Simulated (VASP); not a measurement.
# CdO (Fm-3m) in VASP: notebook, part 2 of 2

VASP 6.6.1. Earlier steps stand in the parts before.

### 3 Relaxation of cell and atoms, PBEsol

This run uses another cell than the first one, of 13.02 Å³/atom, 1.004 times its volume.

Contents of INCAR:

```
SYSTEM = CdO
PREC     = Accurate       ! precision mode
ENCUT    = 600            ! plane-wave cutoff, eV
EDIFF    = 1E-7           ! SCF threshold, eV
ISMEAR   = 0              ! smearing method
SIGMA    = 0.03           ! smearing width, eV
LREAL    = .False.        ! projectors in reciprocal space
LASPH    = .True.         ! aspherical terms in the spheres
NELM     = 80             ! most SCF steps
ALGO     = Normal         ! electronic algorithm
ISIF     = 3              ! what is computed and relaxed
LWAVE    = .False.        ! write WAVECAR
LCHARG   = .False.        ! write CHGCAR
GGA      = PS             ! functional
IBRION   = 2              ! ionic algorithm
NSW      = 90             ! ionic steps
EDIFFG   = -0.005         ! ionic threshold
KPAR     = 4
```

Contents of KPOINTS:

```
regular mesh
0
Gamma
  12 12 12
  0 0 0
```

Contents of POSCAR:

```
CdO                                     
1.0
   -0.0000000000      2.3523961157      2.3523961157
    2.3523961157     -0.0000000000      2.3523961157
    2.3523961157      2.3523961157      0.0000000000
  Cd              O             
     1     1
Direct
     0.0000000000000000    0.0000000000000000    0.0000000000000000
     0.5000000000000000    0.5000000000000000    0.5000000000000000
```

Potentials or basis: VASP PAW PBE potentials, release 64 (Cd, O).

Started as:

```bash
$ cat potpaw_PBE.64/Cd/POTCAR potpaw_PBE.64/O/POTCAR > POTCAR
$ mpirun -np 4 vasp_std > vasp.out
```

OUTCAR:

```text
SYSTEM = CdO
   PREC = Accurate
   ENCUT = 600
   EDIFF = 1E-7
   ISMEAR = 0
   LREAL = .False.
   LASPH = .True.
   NELM = 80
   ISIF = 3
   GGA = PS
   IBRION = 2
   NSW = 90
   EDIFFG = -0.005

 ion  position               nearest neighbor table
   1  0.000  0.000  0.000-   2 2.35   2 2.35   2 2.35   2 2.35   2 2.35   2 2.35
   2  0.500  0.500  0.500-   1 2.35   1 2.35   1 2.35   1 2.35   1 2.35   1 2.35

  LATTYP: Found a face centered cubic cell.
 ALAT       =     4.7047922314

  Lattice vectors:

 A1 = (   0.0000000000,   2.3523961157,   2.3523961157)
 A2 = (   2.3523961157,   0.0000000000,   2.3523961157)
 A3 = (   2.3523961157,   2.3523961157,   0.0000000000)

Analysis of symmetry for initial positions (statically):
=====================================================================
 Subroutine PRICEL returns:
 Original cell was already a primitive cell.

 Routine SETGRP: Setting up the symmetry group for a
 face centered cubic supercell.

 Subroutine GETGRP returns: Found 48 space group operations
 (whereof 48 operations were pure point group operations)
 out of a pool of 48 trial point group operations.

The static configuration has the point symmetry O_h .

Analysis of symmetry for dynamics (positions and initial velocities):
=====================================================================
 Subroutine PRICEL returns:
 Original cell was already a primitive cell.

 Routine SETGRP: Setting up the symmetry group for a
 face centered cubic supercell.

 Subroutine GETGRP returns: Found 48 space group operations
 (whereof 48 operations were pure point group operations)
 out of a pool of 48 trial point group operations.

The dynamic configuration has the point symmetry O_h .

 Subroutine INISYM returns: Found 48 space group operations
 (whereof 48 operations are pure point group operations),
 and found     1 'primitive' translations
[... 123 lines left out ...]
   IVDW    =     0    specifies the selected vdW correction
   LEPSILON=     F    determine dielectric tensor
   LRPA    =     F    only Hartree local field effects (RPA)
 conjugate gradient relaxation of ions
 non-spin polarized calculation
 Gauss-broadening in eV      SIGMA  =   0.03
  energy-cutoff  :      600.00
  volume of cell :       26.04
 maximum number of plane-waves:       893
   NGX = 13   NGY = 13   NGZ = 13

 number of electron      18.0000002 magnetization

 Free energy of the ion-electron system (eV)
  ---------------------------------------------------
  ext. energy  EPLUGINS =         0.00000000
  ---------------------------------------------------
  free energy    TOTEN  =        -8.50572274 eV

  energy without entropy =       -8.50567702  energy(sigma->0) =       -8.50569988

 E-fermi :   1.8753     XC(G=0): -11.9422

 val. band max:        1.8491208644   @ k =   0.5000   0.0000   0.0000
 cond. band min:       2.1416358689   @ k =   0.0833   0.0000   0.0000
 fundamental gap:      0.2925150046
 Fermi energy:         1.8752541989

 k-point     1 :       0.0000    0.0000    0.0000
  band No.  band energies     occupation
      1     -15.4488      2.00000
      2      -4.8051      2.00000
      3      -4.8051      2.00000
      4      -4.8051      2.00000
      5      -4.5027      2.00000
      6      -4.5027      2.00000
      7       0.5009      2.00000
      8       0.5009      2.00000
      9       0.5009      2.00000
     10       1.3096      2.00000
     11      16.6108      0.00000
     12      18.7063      0.00000
     13      18.7063      0.00000
[... 354 lines left out ...]
  band No.  band energies     occupation
      1     -14.6527      2.00000
      2      -5.5686      2.00000
      3      -5.2731      2.00000
      4      -5.1787      2.00000
      5      -4.2707      2.00000
      6      -4.2478      2.00000
      7      -1.8792      2.00000
      8       0.6436      2.00000
      9       1.5985      2.00000
     10       7.3846      0.00000
     11       8.7356      0.00000
     12      12.0176      0.00000
     13      14.0176      0.00000

 [... further k-points ...]

------------------------ aborting loop because EDIFF is reached ----------------------------------------

  FORCE on cell =-STRESS in cart. coord.  units (eV):
  Direction    XX          YY          ZZ          XY          YZ          ZX
  --------------------------------------------------------------------------------------
  -------------------------------------------------------------------------------------
  Total       -0.0028344     -0.0028344     -0.0028344     -0.0000000      0.0000000      0.0000000
  in kB       -0.1744263     -0.1744263     -0.1744263     -0.0000000      0.0000000      0.0000000
  external PRESSURE =      -0.1744263 kB  Pullay stress =       0.0000000 kB

 VOLUME and BASIS-vectors are now :
 -----------------------------------------------------------------------------
  energy-cutoff  :      600.00
  volume of cell :       26.04
      direct lattice vectors                 reciprocal lattice vectors
     0.000000000  2.352396116  2.352396116    -0.212549237  0.212549237  0.212549237
     2.352396116  0.000000000  2.352396116     0.212549237 -0.212549237  0.212549237
     2.352396116  2.352396116  0.000000000     0.212549237  0.212549237 -0.212549237

 POSITION                                       TOTAL-FORCE (eV/Angst)
 -----------------------------------------------------------------------------------
      0.00000      0.00000      0.00000         0.000000      0.000000      0.000000
      2.35240      2.35240      2.35240         0.000000      0.000000     -0.000000
 -----------------------------------------------------------------------------------
    total drift:                                0.000000      0.000000      0.000000

  FREE ENERGIE OF THE ION-ELECTRON SYSTEM (eV)
  ---------------------------------------------------
  free  energy   TOTEN  =        -8.5057227369 eV

  energy  without entropy=       -8.5056770159  energy(sigma->0) =       -8.50569988

 reached required accuracy - stopping structural energy minimisation
```

Run time: 6.2 s. Hardware: 4 MPI ranks of Intel Xeon 6975P-C (Granite Rapids), shared host; peak memory 0.16 GiB.

Results:

| Property | Result |
| --- | --- |
| Free energy | -8.5057 eV |
| Pressure after relaxing | 0.0 GPa |
| Band gap on the k mesh | none (metal or under the smearing width) |

Final structure:
```xyz
2
Lattice="0.0000 2.3524 2.3524 2.3524 0.0000 2.3524 2.3524 2.3524 0.0000" Properties=species:S:1:pos:R:3 pbc="T T T"
Cd    0.0000    0.0000    0.0000
O     2.3524    2.3524    2.3524
```

Caveat: the relaxation stopped at its first step, so nothing moved; the PAW data sets were made with another functional, which shifts forces and pressure a little; this crystal is a semiconductor, whose small gap the functional closes, so the metal is an error of the method.

### 4 Relaxation of cell and atoms, PBEsol

Contents of INCAR:

```
SYSTEM = CdO
ALGO = Normal
EDIFF = 1E-6
EDIFFG = -0.01
ENCUT = 600
GGA = PS
IBRION = 2
ISIF = 3
ISMEAR = 0
LASPH = .True.
LCHARG = .False.
LREAL = .False.
LWAVE = .False.
NELM = 80
NSW = 90
PREC = Accurate
SIGMA = 0.03
```

Contents of KPOINTS:

```
k-points
0
Gamma
  12 12 12
  0 0 0
```

Contents of POSCAR:

```
CdO
1.0
    0.0000000000      2.3495000000      2.3495000000
    2.3495000000      0.0000000000      2.3495000000
    2.3495000000      2.3495000000      0.0000000000
Cd O
1 1
Direct
    0.0000000000      0.0000000000      0.0000000000
    0.5000000000      0.5000000000      0.5000000000
```

Potentials or basis: VASP PAW PBE potentials, release 64 (Cd, O).

Started as:

```bash
$ cat potpaw_PBE.64/Cd/POTCAR potpaw_PBE.64/O/POTCAR > POTCAR
$ mpirun -np 1 vasp_std > vasp.out
```

OUTCAR:

```text
SYSTEM = CdO
   EDIFF = 1E-6
   EDIFFG = -0.01
   ENCUT = 600
   GGA = PS
   IBRION = 2
   ISIF = 3
   ISMEAR = 0
   LASPH = .True.
   LREAL = .False.
   NELM = 80
   NSW = 90
   PREC = Accurate

 ion  position               nearest neighbor table
   1  0.000  0.000  0.000-   2 2.35   2 2.35   2 2.35   2 2.35   2 2.35   2 2.35
   2  0.500  0.500  0.500-   1 2.35   1 2.35   1 2.35   1 2.35   1 2.35   1 2.35

  LATTYP: Found a face centered cubic cell.
 ALAT       =     4.6990000000

  Lattice vectors:

 A1 = (   0.0000000000,   2.3495000000,   2.3495000000)
 A2 = (   2.3495000000,   0.0000000000,   2.3495000000)
 A3 = (   2.3495000000,   2.3495000000,   0.0000000000)

Analysis of symmetry for initial positions (statically):
=====================================================================
 Subroutine PRICEL returns:
[... 269 lines left out ...]
      5      -4.5027      2.00000
      6      -4.5027      2.00000
      7       0.5008      2.00000
      8       0.5008      2.00000
      9       0.5008      2.00000
     10       1.3096      2.00000
     11      16.6110      0.00000
     12      18.7064      0.00000
     13      18.7064      0.00000
[... 354 lines left out ...]
  band No.  band energies     occupation
      1     -14.6528      2.00000
      2      -5.5686      2.00000
      3      -5.2732      2.00000
      4      -5.1787      2.00000
      5      -4.2707      2.00000
      6      -4.2478      2.00000
      7      -1.8792      2.00000
      8       0.6436      2.00000
      9       1.5984      2.00000
     10       7.3846      0.00000
     11       8.7356      0.00000
     12      12.0176      0.00000
     13      14.0176      0.00000

 [... further k-points ...]

------------------------ aborting loop because EDIFF is reached ----------------------------------------

  FORCE on cell =-STRESS in cart. coord.  units (eV):
  Direction    XX          YY          ZZ          XY          YZ          ZX
  --------------------------------------------------------------------------------------
  -------------------------------------------------------------------------------------
  Total        0.0004121      0.0004121      0.0004121      0.0000000      0.0000000      0.0000000
  in kB        0.0253595      0.0253595      0.0253595      0.0000000      0.0000000      0.0000000
  external PRESSURE =       0.0253595 kB  Pullay stress =       0.0000000 kB
[... 17 lines left out ...]
  FREE ENERGIE OF THE ION-ELECTRON SYSTEM (eV)
  ---------------------------------------------------
  free  energy   TOTEN  =        -8.5055487726 eV

  energy  without entropy=       -8.5055030509  energy(sigma->0) =       -8.50552591

 reached required accuracy - stopping structural energy minimisation
```

OSZICAR:

```text
N       E                     dE             d eps       ncg     rms          rms(c)
DAV:   1     0.131357408215E+03    0.13136E+03   -0.11706E+04  1960   0.160E+03
DAV:   2    -0.531305049129E+01   -0.13667E+03   -0.12723E+03  2112   0.355E+02
DAV:   3    -0.100589319106E+02   -0.47459E+01   -0.47294E+01  2072   0.741E+01
[... 21 lines left out ...]
DAV:   2    -0.850565198610E+01    0.98034E-03   -0.26409E-03  1957   0.729E-01    0.745E-02
DAV:   3    -0.850555965175E+01    0.92334E-04   -0.24193E-04  2072   0.304E-01    0.790E-02
DAV:   4    -0.850555051230E+01    0.91395E-05   -0.23741E-05  1942   0.521E-02    0.467E-02
DAV:   5    -0.850554855696E+01    0.19553E-05   -0.25121E-06  1939   0.199E-02    0.367E-03
DAV:   6    -0.850554877264E+01   -0.21568E-06   -0.27176E-07   936   0.770E-03
   3 F= -.85055488E+01 E0= -.85055259E+01  d E =-.162130E-03
```

CONTCAR:

```text
CdO
   1.00000000000000
     0.0000000000000000    2.3523961159712967    2.3523961159712967
     2.3523961159712967    0.0000000000000000    2.3523961159712967
     2.3523961159712967    2.3523961159712967    0.0000000000000000
  Cd              O
     1     1
Direct
     0.0000000000000000    0.0000000000000000    0.0000000000000000
     0.5000000000000000    0.5000000000000000    0.5000000000000000

  0.00000000E+00  0.00000000E+00  0.00000000E+00
  0.00000000E+00  0.00000000E+00  0.00000000E+00
```

Wall time 44 s (1 thread of Intel Xeon Platinum 8488C (Sapphire Rapids), shared host); peak memory 0.19 GiB.

What came out:

| Property | Result |
| --- | --- |
| Free energy | -8.5055 eV |
| Relaxed volume | 13.02 Å³/atom |
| Relaxed cell | a = 3.327 Å, b = 3.327 Å, c = 3.327 Å, α = 60.00°, β = 60.00°, γ = 60.00° |
| Space group after relaxing (to 0.05 Å) | Fm-3m (No. 225) |
| Energy gained by relaxing | 0.1 meV/atom |
| Ionic steps | 3 |
| Pressure after relaxing | 0.0 GPa |
| Band gap on the k mesh | none (metal or under the smearing width) |

Step by step:
```tsv
step	energy change (eV)	largest force (eV/Å)	pressure (GPa)	volume (Å³)
1	0.0000	0.0000	0.53	25.94
2	-0.0001	0.0000	-0.36	26.10
3	-0.0002	0.0000	0.00	26.04
```

Final structure:
```yaml
crystal:
  lattice:
    - [0.00000, 2.35240, 2.35240]
    - [2.35240, 0.00000, 2.35240]
    - [2.35240, 2.35240, 0.00000]
  atoms:
    - { symbol: Cd, position: [0.00000, 0.00000, 0.00000] }
    - { symbol: O, position: [0.50000, 0.50000, 0.50000] }
```

Caveat: the PAW data sets were made with another functional, which shifts forces and pressure a little; this crystal is a semiconductor, whose small gap the functional closes, so the metal is an error of the method.
